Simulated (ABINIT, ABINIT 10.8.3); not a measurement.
# The small ²⁷Al quadrupolar coupling of α-AlH₃: static PBEsol falls about 40 % short

## The question

The quantity is the size of the ²⁷Al quadrupolar coupling constant in α-AlH₃, at the single aluminium site, which sits in an AlH₆ octahedron. The reference value is 0.25 MHz, from "Applications of Nuclear Magnetic Resonance to Metal Hydrogen Materials. Part II: High Resolution (HR) Solid State NMR" (Applications of Nuclear Magnetic Resonance to Metal Hydrogen Materials. Part II: High Reso (2008)). It is tied to magic-angle-spinning and static spectra of an α-AlH₃ powder, analysed by simulation. The paper quotes the number from earlier work, so the field and the sample behind it may not be those described there. The spectra give the size of the coupling and not its sign, so I compare magnitudes only.

| compared with | measured | method |
| --- | --- | --- |
| size of the quadrupolar coupling constant eQVzz/h of 27Al at site Al (MHz) | 0.25 | MAS and static NMR with simulation |

## How to go about it

I want to know whether a static density-functional calculation reproduces this coupling within 10 %, that is, within 0.025 MHz. That is a strict demand on a gradient this small, but a looser one would hardly test whether the slight distortion of the octahedron is described correctly.

The model is the primitive R-3c cell with eight atoms, a non-magnetic insulator. The axial site symmetry of Al forces the asymmetry to zero, so one number carries the whole comparison. I keep the measured cell and relax the hydrogen positions with PBEsol, then compute the PAW field gradient with the same functional. I skip the gradient on the unrelaxed structure: hydrogen is often the least certain part of a diffraction structure, and here the gradient depends on exactly those positions. Relaxing the cell as well would add the functional's lattice error to the result.

The atoms are static. Zero-point motion of hydrogen is left out and could matter on the scale of the target. Numerical checks come first, then a neighbouring functional for scale.

System: AlH3 (alpha-AlH3), R-3c; R-3c (no. 167), 8 atoms in the primitive cell, conventional a, b, c = 4.449, 4.449, 11.8 A; measured cell of a crystallographic database.

## 1. PBEsol gradient with relaxed hydrogen

I relax the atoms in the measured cell and compute the gradient at 25 Ha, with a second calculation at 35 Ha on the same structure. A near-cancelling gradient can be upset by a basis error that would pass unnoticed in a large one, so I want the cutoff settled before reading anything into the comparison.

**Run 1.** ABINIT 10.8.3: relaxation with PBEsol by ABINIT: atoms relaxed, 5x5x5 k mesh.

Key lines of the input:
```
# cell (primitive): 4.6989 4.6989 4.6989 A, 56.52 56.52 56.52 deg
# sites: Al 0.0000 0.0000 0.0000; H 0.8780 0.2500 0.6220
natom 8
ntypat 2
znucl 13 1
typat 1 1 2 2 2 2 2 2
pseudos "Al_PBE_JTH.xml, H_PBE_JTH.xml"
ixc -116133
ecut 25
pawecutdg 50
pawovlp 30
ngkpt 5 5 5
nshiftk 1
shiftk 0 0 0
occopt 1
nband 8
nstep 80
tolvrs 1e-11
chksymtnons 0
chkprim 0
ionmov 2
ntime 60
tolmxf 2e-4
prtwf 0
prtden 0
prteig 0
prtebands 0
prtgsr 0
```

Command:
```
mpirun -np 4 abinit run.abi > log
```

Selected lines of the output:
```
 At Broyd/MD step   4, gradients are converged :
```

Converged; 20 s on 4 cores of Arm Neoverse V1, shared host.

**Run 2.** ABINIT 10.8.3: ABINIT, PAW field gradients, PBEsol on PBE datasets, atoms relaxed with PBEsol in the measured cell, 5x5x5 k mesh, 25 Ha.

Key lines of the input, as changed from run 1:
```diff
- # sites: Al 0.0000 0.0000 0.0000; H 0.8780 0.2500 0.6220
+ # sites: Al 0.0000 0.0000 0.0000; H 0.8894 0.2500 0.6106
- ionmov 2
- ntime 60
- tolmxf 2e-4
+ nucefg 2
+ quadmom 0.1466 0.00285783
```

Selected lines of the output:
```
   Nuclear quad. mom. (barns) :    0.1466   Cq (MHz) :    0.1469   eta :    0.0000
```

Converged; 7.6 s on the same hardware.

**Run 3.** ABINIT 10.8.3: ABINIT, PAW field gradients, PBEsol on PBE datasets, atoms relaxed with PBEsol in the measured cell, 5x5x5 k mesh, 35 Ha.

Key lines of the input, as changed from run 2:
```diff
- ecut 25
- pawecutdg 50
+ ecut 35
+ pawecutdg 70
```

Selected lines of the output:
```
   Nuclear quad. mom. (barns) :    0.1466   Cq (MHz) :    0.1469   eta :    0.0000
```

Converged; 10 s on the same hardware.

| quantity | run 1 | run 2 | run 3 | measured |
| --- | --- | --- | --- | --- |
| size of the quadrupolar coupling constant eQVzz/h of 27Al at site Al (MHz) | – | 0.1469 | 0.1469 | 0.25 |
| edge a of the conventional cell that the run used (Å) | 4.449 | 4.449 | 4.449 |  |
| edge c of the conventional cell that the run used (Å) | 11.804 | 11.804 | 11.804 |  |

The static PBEsol coupling is 0.1469 MHz, about 41 % below the reference and far outside the target. Raising the cutoff from 25 to 35 Ha, with the fine grid raised alongside, leaves all four digits unchanged, so the plane-wave basis does not explain the miss. The asymmetry is zero at Al, as the site symmetry requires.

The relaxation moved hydrogen appreciably, its first coordinate going from 0.8780 to 0.8894, a shift of roughly 0.05 Å. For an almost regular octahedron that is a large change, and it makes the hydrogen positions my first suspect.

## 2. Mesh, functional and hydrogen positions

Three calculations bear on the miss. An 8×8×8 mesh on the same structure tests the sampling at the level I am judging; in an insulator I expect little change. r2SCAN on the same structure shows how much the density functional matters with the atoms held fixed.

I also go back on my decision to skip the unrelaxed diffraction structure, and compute its gradient with LDA. This is a probe of sensitivity and not a better model. It changes the functional together with the positions, so only an effect well beyond the usual spread between functionals will point to the hydrogen positions. I expect a markedly different coupling there.

**Run 4.** ABINIT 10.8.3: ABINIT, PAW field gradients, PBEsol on PBE datasets, atoms relaxed with PBEsol in the measured cell, 8x8x8 k mesh, 25 Ha.

Key lines of the input, as changed from run 2:
```diff
- ngkpt 5 5 5
+ ngkpt 8 8 8
```

Selected lines of the output:
```
   Nuclear quad. mom. (barns) :    0.1466   Cq (MHz) :    0.1459   eta :    0.0000
```

Converged; 18 s on the same hardware.

**Run 5.** ABINIT 10.8.3: ABINIT, PAW field gradients, r2SCAN on PBE datasets, atoms relaxed with PBEsol in the measured cell, 5x5x5 k mesh, 25 Ha.

Key lines of the input, as changed from run 2:
```diff
- ixc -116133
+ ixc -497498
+ usekden 1
+ usexcnhat 0
```

Selected lines of the output:
```
   Nuclear quad. mom. (barns) :    0.1466   Cq (MHz) :    0.1554   eta :    0.0000
```

Converged; 28 s on the same hardware.

**Run 6.** ABINIT 10.8.3: ABINIT, PAW field gradients, LDA, measured structure, 5x5x5 k mesh, 25 Ha.

Key lines of the input, as changed from run 2:
```diff
- # sites: Al 0.0000 0.0000 0.0000; H 0.8894 0.2500 0.6106
+ # sites: Al 0.0000 0.0000 0.0000; H 0.8780 0.2500 0.6220
- pseudos "Al_PBE_JTH.xml, H_PBE_JTH.xml"
- ixc -116133
+ pseudos "Al_LDA_JTH.xml, H_LDA_JTH.xml"
```

Selected lines of the output:
```
   Nuclear quad. mom. (barns) :    0.1466   Cq (MHz) :   -0.0260   eta :    0.0000
```

Converged; 6.6 s on the same hardware.

| quantity | run 4 | run 5 | run 6 | measured |
| --- | --- | --- | --- | --- |
| size of the quadrupolar coupling constant eQVzz/h of 27Al at site Al (MHz) | 0.1459 | 0.1554 | 0.0260 | 0.25 |
| edge a of the conventional cell that the run used (Å) | 4.449 | 4.449 | 4.449 |  |
| edge c of the conventional cell that the run used (Å) | 11.804 | 11.804 | 11.804 |  |

The denser mesh lowers the PBEsol coupling by only 0.0010 MHz, to 0.1459 MHz, so sampling does not explain the miss. r2SCAN on the same atoms gives 0.1554 MHz, about 6 % above PBEsol on the same mesh and still far short of the reference.

The unrelaxed diffraction structure behaves quite differently. With LDA the coupling there is −0.0260 MHz: nearly zero, and opposite in sign to the PBEsol value. The signed difference of about 0.17 MHz is some twenty times the step from PBEsol to r2SCAN. Functional and data sets changed along with the positions, so the two effects are not strictly separated, but a difference of this size points to the hydrogen positions as the main cause.

The gap to the reference, about 0.10 MHz if the measured coupling has the sign I compute, is smaller than that difference. An error of a few hundredths of an ångström in the mean hydrogen positions, or their zero-point motion, could therefore matter on the scale of the miss. The diffraction positions themselves take the size of the coupling further from the reference, so the probe shows sensitivity and not a remedy. That either effect closes the gap is conjecture.

## The runs side by side

| run | settings | size of the quadrupolar coupling constant eQVzz/h of 27Al at site Al (MHz) | deviation | cost |
| --- | --- | --- | --- | --- |
| 1 | relaxation with PBEsol by ABINIT: atoms relaxed, 5x5x5 k mesh | – |  | 82 core-s |
| 2 | ABINIT, PAW field gradients, PBEsol on PBE datasets, atoms relaxed with PBEsol in the measured cell, 5x5x5 k mesh, 25 Ha | 0.1469 | −0.1031 (−41.2 %) | under 1 core-min |
| 3 | ABINIT, PAW field gradients, PBEsol on PBE datasets, atoms relaxed with PBEsol in the measured cell, 5x5x5 k mesh, 35 Ha | 0.1469 | −0.1031 (−41.2 %) | under 1 core-min |
| 4 | ABINIT, PAW field gradients, PBEsol on PBE datasets, atoms relaxed with PBEsol in the measured cell, 8x8x8 k mesh, 25 Ha | 0.1459 | −0.1041 (−41.6 %) | 70 core-s |
| 5 | ABINIT, PAW field gradients, r2SCAN on PBE datasets, atoms relaxed with PBEsol in the measured cell, 5x5x5 k mesh, 25 Ha | 0.1554 | −0.0946 (−37.8 %) | 1.9 core-min |
| 6 | ABINIT, PAW field gradients, LDA, measured structure, 5x5x5 k mesh, 25 Ha | 0.0260 | −0.2240 (−89.6 %) | under 1 core-min |
|  | measured | 0.25 |  |  |

## What the runs support

The static PBEsol calculation misses the target clearly. With hydrogen relaxed in the measured cell and the 8×8×8 mesh, the ²⁷Al coupling is 0.1459 MHz against 0.25 MHz, 41.6 % too small where I had allowed 10 %. The gradient cost 70 core-seconds and the relaxation before it 82. What the calculation does get right is a coupling of a few tenths of a megahertz or less, as befits a nearly regular octahedron.

The cutoff and mesh checks moved the result by 0.0010 MHz at most. r2SCAN on the same atoms raises it by about 6 %, in the right direction but far too little. The quadrupole moment, known to about one per cent, cannot account for the gap either.

The most useful comparison was with the unrelaxed diffraction structure, where LDA gives a coupling near zero and of opposite sign. Functional and data sets changed too, so this is not a clean measure of the position effect, but it points to a strong dependence on the hydrogen positions. They remain the leading suspect, although the diffraction positions themselves agree worse with the reference. Zero-point and thermal motion of hydrogen, left out here, could matter on the scale of the missing 0.1 MHz or so; I have neither its sign nor its size. The PAW data sets are a further doubt, since gradients this small can differ strongly between them, and I tested no others for PBEsol.

The reference has its own uncertainty: it is quoted from earlier work, whose sample and field may differ from those of the paper. I cannot divide the discrepancy among these causes. The next step I would take is to average the gradient over the zero-point motion of hydrogen.

[Logs are printed without paths, hosts, clocks, repeated set-up lines and the standing remarks that a program may print on its own settings, such as how far it seeks lower states.]

[The runs shown are a pick from a larger set of finished runs; failed, doubtful and other runs were left out of it ahead of writing. So were measured values far from every level or from commonly accepted values, and agreement can look better than it is. Lines of input and output are excerpts and may be shortened.]
